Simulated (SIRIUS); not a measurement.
# C in SIRIUS: equation of state, part 2 of 2

SIRIUS 7.10.0. The steps go on from the part before.

## Step 6: Single point, PBEsol, 23.16 Å³/atom (volume scaled by 1.04)

sirius.json

```json
{
  "control": {
    "processing_unit": "cpu",
    "verbosity": 2,
    "num_bands_to_print": 10,
    "print_forces": true,
    "print_stress": true
  },
  "parameters": {
    "electronic_structure_method": "pseudopotential",
    "xc_functionals": ["XC_GGA_X_PBE_SOL", "XC_GGA_C_PBE_SOL"],
    "gk_cutoff": 9.1,
    "pw_cutoff": 18.2,
    "ngridk": [12, 12, 3],
    "shiftk": [0, 0, 0],
    "smearing": "fermi_dirac",
    "smearing_width": 0.0018374661,
    "num_bands": 10,
    "num_mag_dims": 0,
    "num_dft_iter": 100,
    "energy_tol": 1e-08,
    "density_tol": 1e-06
  },
  "iterative_solver": {
    "type": "davidson",
    "min_tolerance": 1e-09,
    "tolerance_scale": [0.1, 0.25]
  },
  "mixer": {
    "type": "anderson",
    "beta": 0.7,
    "max_history": 8
  },
  "settings": {
    "tol_ne": 1e-10,
    "pseudo_grid_cutoff": 6.5
  },
  "unit_cell": {
    "lattice_vectors": [
      [1.0, 0.0, 0.0],
      [-0.5, 0.86602540379, 0.0],
      [0.0, 0.0, 3.470363532313]
    ],
    "lattice_vectors_scale": 4.7025681491,
    "atom_coordinate_units": "lattice",
    "atom_types": ["C"],
    "atom_files": {
      "C": "C.json"
    },
    "atoms": {
      "C": [
        [0.6666666667, 0.3333333333, 0.0],
        [0.3333333333, 0.6666666667, 0.0]
      ]
    }
  }
}
```

Potentials or basis: PseudoDojo 0.4.1 PBEsol standard (scalar relativistic).

On the command line:

```
$ upf_to_json C.upf
$ OMP_NUM_THREADS=1 sirius.scf --input=sirius.json --output=out.json --task=0
```

Output:

```text
[info] SIRIUS version : 7.10.0
[info] number of MPI ranks           : 1
[info] MPI grid                      : 1 1
[info] maximum number of OMP threads : 1
[fft] FFT context for density and potential
[fft] =====================================
[fft]   comm size                             : 1
[fft]   plane wave cutoff                     : 18.2
[fft]   grid size                             : 30 30 100   total : 90000
[fft]   grid limits                           : -14 15   -14 15   -49 50
[fft]   number of G-vectors within the cutoff : 15945
[fft]   local number of G-vectors             : 15945
[fft]   number of G-shells                    : 1719
[fft] FFT context for coarse grid
[fft] =====================================
[fft]   comm size                             : 1
[fft]   plane wave cutoff                     : 18.2
[fft]   grid size                             : 30 30 100   total : 90000
[fft]   grid limits                           : -14 15   -14 15   -49 50
[fft]   number of G-vectors within the cutoff : 15945
[fft]   local number of G-vectors             : 15945
[fft]   number of G-shells                    : 1719
[unit cell] lattice vectors
[unit cell]   a1 :       4.7025681491      0.0000000000      0.0000000000
[unit cell]   a2 :      -2.3512840746      4.0725434802      0.0000000000
[unit cell]   a3 :       0.0000000000      0.0000000000     16.3196210129
[unit cell] reciprocal lattice vectors
[unit cell]   b1 :       1.3361178633      0.7714080080     -0.0000000000
[unit cell]   b2 :       0.0000000000      1.5428160160      0.0000000000
[unit cell]   b3 :       0.0000000000     -0.0000000000      0.3850080405
[unit cell] unit cell volume :       312.54380619 [a.u.^3]
[unit cell] 1/sqrt(omega)    :         0.05656458
[unit cell] MT volume        :         0.00000000 ( 0.00%)
[unit cell] IT volume        :       312.54380619 (100.00%)
[unit cell] number of atom types : 1
[unit cell] type id : 0 symbol :  C mt_radius :  12.470000 num_atoms : 2
[unit cell] total number of atoms : 2
[unit cell] number of symmetry classes : 1
[unit cell] number of PAW atoms : 0
[unit cell] atom id  type id  class id             position                      vector_field
[unit cell] ------------------------------------------------------------------------------------------
[unit cell]      0        0        0      0.66667   0.33333   0.00000      0.00000   0.00000   0.00000
[unit cell]      1        0        0      0.33333   0.66667   0.00000      0.00000   0.00000   0.00000
[unit cell] atom id         position (Cartesian, a.u.)
[... 303 lines left out ...]
[find] <mag|B^{XC}>                   :       0.00000000
[find] <rho|V^{H}>                    :      37.46233146
[find] one-electron contribution      :     -35.48343046 (Ha),     -70.96686091 (Ry)
[find] hartree contribution           :      18.73116573
[find] xc contribution                :      -4.22888821
[find] ewald contribution             :       8.97239732
[find] PAW contribution               :       0.00000000
[find] smearing (-TS)                 :      -0.00007076
[find] SCF correction                 :      -0.00000375
[find] Total energy                   :     -12.00875937 (Ha),     -24.01751873 (Ry)
[find] Free energy (E-TS)             :     -12.00883012 (Ha),     -24.01766025 (Ry)
[find] band gap (eV)                  :       0.00000000
[find] Efermi                         :      -0.00199232
[ground_state] === stress tensor components [kbar] ===
[ground_state] === stress_kin ===
[ground_state] -5021.352400   -0.000000    0.000000
[ground_state]    -0.000000-5021.352400    0.000000
[ground_state]     0.000000    0.000000-5567.489224
[ground_state] === stress_har ===
[ground_state] -17242.255830   -0.000000   -0.000000
[ground_state]    -0.000000-17242.255830   -0.000000
[ground_state]    -0.000000   -0.00000016852.108171
[ground_state] === stress_ewald ===
[ground_state] -17663.203613   -0.000000    0.000000
[ground_state]    -0.000000-17663.203612   -0.000000
[ground_state]     0.000000   -0.00000026880.326926
[ground_state] === stress_vloc ===
[ground_state] 38301.085994    0.000000    0.000000
[ground_state]     0.00000038301.085993   -0.000000
[ground_state]     0.000000   -0.000000-39763.318465
[ground_state] === stress_xc ===
[ground_state]   401.920626    0.000000   -0.000000
[ground_state]     0.000000  401.920626    0.000000
[ground_state]    -0.000000    0.000000  420.755860
[ground_state] === stress_core ===
[ground_state]   759.857257    0.000000    0.000000
[ground_state]     0.000000  759.857257    0.000000
[ground_state]     0.000000    0.000000  742.597221
[ground_state] === stress_nonloc ===
[ground_state]   514.305507   -0.000000   -0.000000
[ground_state]    -0.000000  514.305507   -0.000000
[ground_state]    -0.000000   -0.000000  435.496799
[ground_state] === stress_us_nl ===
[ground_state]   514.305507   -0.000000   -0.000000
[ground_state]    -0.000000  514.305507   -0.000000
[ground_state]    -0.000000   -0.000000  435.496799
[ground_state] === stress_total ===
[ground_state]    50.357540   -0.000000    0.000000
[ground_state]    -0.000000   50.357540   -0.000000
[ground_state]     0.000000   -0.000000    0.477288
[ground_state] ==== total Forces in Ha/bohr =====
[ground_state] atom:    0, force:       0.0000000     -0.0000000      0.0000000
[ground_state] atom:    1, force:       0.0000000      0.0000000      0.0000000
[ground_state] ==== ultrasoft contribution from Qij =====
[ground_state] atom:    0, force:       0.0000000      0.0000000      0.0000000
[ground_state] atom:    1, force:       0.0000000      0.0000000      0.0000000
[ground_state] ==== non-local contribution from Beta-projector =====
[ground_state] atom:    0, force:       0.0000000     -0.0000000      0.0000000
[ground_state] atom:    1, force:       0.0000000      0.0000000      0.0000000
[ground_state] ==== contribution from local potential =====
[ground_state] atom:    0, force:      -0.0000000     -0.0000000      0.0000000
[ground_state] atom:    1, force:       0.0000000      0.0000000      0.0000000
[ground_state] ==== contribution from core density =====
[ground_state] atom:    0, force:       0.0000000     -0.0000000      0.0000000
[ground_state] atom:    1, force:      -0.0000000      0.0000000      0.0000000
[ground_state] ==== Ewald forces from ions =====
[ground_state] atom:    0, force:       0.0000000      0.0000000      0.0000000
[ground_state] atom:    1, force:      -0.0000000     -0.0000000      0.0000000
[~DFT_ground_state] local op. applied: 10225
[~DFT_ground_state] evp. work count: 4573.29
[~DFT_ground_state] number of iterative solver steps: 1343
```

Wall time 25 s (1 thread of Arm Neoverse V1, shared host); peak memory 0.27 GiB.

Results:

```yaml
Free_energy: -326.7769 eV
Band_gap_on_the_k_mesh: none (metal or under the smearing width)
```

## Step 7: Single point, PBEsol, 23.60 Å³/atom (volume scaled by 1.06)

sirius.json: that of step 6 with these lines changed.

```diff
@@ -40,6 +40,6 @@
       [1.0, 0.0, 0.0],
-      [-0.5, 0.86602540379, 0.0],
-      [0.0, 0.0, 3.470363532313]
+      [-0.5, 0.866025403812, 0.0],
+      [0.0, 0.0, 3.470363532348]
     ],
-    "lattice_vectors_scale": 4.7025681491,
+    "lattice_vectors_scale": 4.73252162,
     "atom_coordinate_units": "lattice",
```

On the command line:

```
$ upf_to_json C.upf
$ OMP_NUM_THREADS=1 sirius.scf --input=sirius.json --output=out.json --task=0
```

It took 25 s on 1 thread of Arm Neoverse V1, shared host; peak memory 0.28 GiB.

The run converged. Its results:

* Free energy: -326.7534 eV
* Band gap on the k mesh: none (metal or under the smearing width)

## Step 8: Equation of state, PBEsol

No new run: the results of the series are fitted here.

What came out:

* Equilibrium volume: 22.43 Å³/atom
* Bulk modulus at fixed shape and positions: 110 GPa
* Pressure derivative of the bulk modulus: 3.5

Energy against volume, from the lowest point:
```tsv
volume (Å³/atom)	energy (meV/atom)
20.930	37.59
21.376	17.76
21.821	5.45
22.266	0.00
22.712	0.82
23.157	7.36
23.602	19.14
```

Caveat: the cell was scaled at fixed shape and fractional positions, which overstates the stiffness of a crystal with free parameters, most of all of layers and chains.
